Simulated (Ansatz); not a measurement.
CdS, h-MgO type, relaxed with r2SCAN: 5 runs in Ansatz, each a calculation of independent-particle optics. The symmetry is P6_3/mmc (No. 194, hexagonal); a = 4.409 Å, c = 5.748 Å in the conventional setting, 24.19 Å³ an atom. Cd has 5 S at 2.55–2.87 Å; S has 5 Cd at 2.55–2.87 Å. No spin polarisation and no zero-point or thermal motion; the cell was built from a prototype and may be hypothetical.

```yaml
crystal:
  lattice:
    - [4.40853, 0.00000, 0.00000]
    - [-2.20426, 3.81790, 0.00000]
    - [0.00000, 0.00000, 5.74812]
  atoms:
    - { symbol: Cd, position: [0.33333, 0.66667, 0.25000] }
    - { symbol: Cd, position: [0.66667, 0.33333, 0.75000] }
    - { symbol: S, position: [0.66667, 0.33333, 0.25000] }
    - { symbol: S, position: [0.33333, 0.66667, 0.75000] }
```

On meshes this coarse, single peaks can be features of the mesh. No local fields, no excitons; the zone sum runs over the cells of the mesh, and ε∞ includes the bands left out of the spectrum. Up to four peaks are listed, those above 15 % of the tallest and inside the complete range; the four can differ from row to row. Rows marked drawn have settings drawn at random (some not listed).

| functional | k mesh | broadening (eV) | scissors (eV) | range (eV) | settings | direct gap on the mesh before scissors (eV) | ε∞ xx | ε∞ yy | ε∞ zz | complete up to (eV) | tallest peaks of mean ε₂ (eV) |
| --- | --- | --- | --- | --- | --- | --- | --- | --- | --- | --- | --- |
| PBE | 6×6×4 | 0.1 | 0.00 | 0–12 | chosen | 1.27 | 7.06 | 7.06 | 7.28 | 12.0 | 4.00 4.85 5.35 6.75 |
| r2SCAN | 6×6×4 | 0.1 | 0.00 | 0–12 | chosen | 1.75 | 6.11 | 6.11 | 6.20 | 12.0 | 4.50 5.40 5.85 7.15 |
| r2SCAN | 6×6×4 | 0.4 | 0.30 | 0–10 | drawn | 1.75 | 5.96 | 5.96 | 6.03 | 10.0 | 5.80 |
| LDA | 6×6×4 | 0.4 | 2.50 | 0.5–6 | drawn | 1.00 | 5.40 | 5.40 | 5.54 | 6.0 | none |

Task: Estimate from these rows what the further settings give.
```
functional  k mesh  broadening (eV)    scissors (eV)  range (eV)  settings
       PBE   6×6×4              0.1  1.07 (to HSE06)        0–12    chosen
```

Result:

| functional | k mesh | broadening (eV) | scissors (eV) | range (eV) | settings | direct gap on the mesh before scissors (eV) | ε∞ xx | ε∞ yy | ε∞ zz | complete up to (eV) | tallest peaks of mean ε₂ (eV) |
| --- | --- | --- | --- | --- | --- | --- | --- | --- | --- | --- | --- |
| PBE | 6×6×4 | 0.1 | 1.07 (to HSE06) | 0–12 | chosen | 1.27 | 5.96 | 5.96 | 6.13 | 12.0 | 5.10 5.90 6.45 7.80 |

The fundamental gap is indirect (1.00 eV with PBE on 6×6×4); the table holds the direct one.

The runs are scalar-relativistic, without spin-orbit coupling.
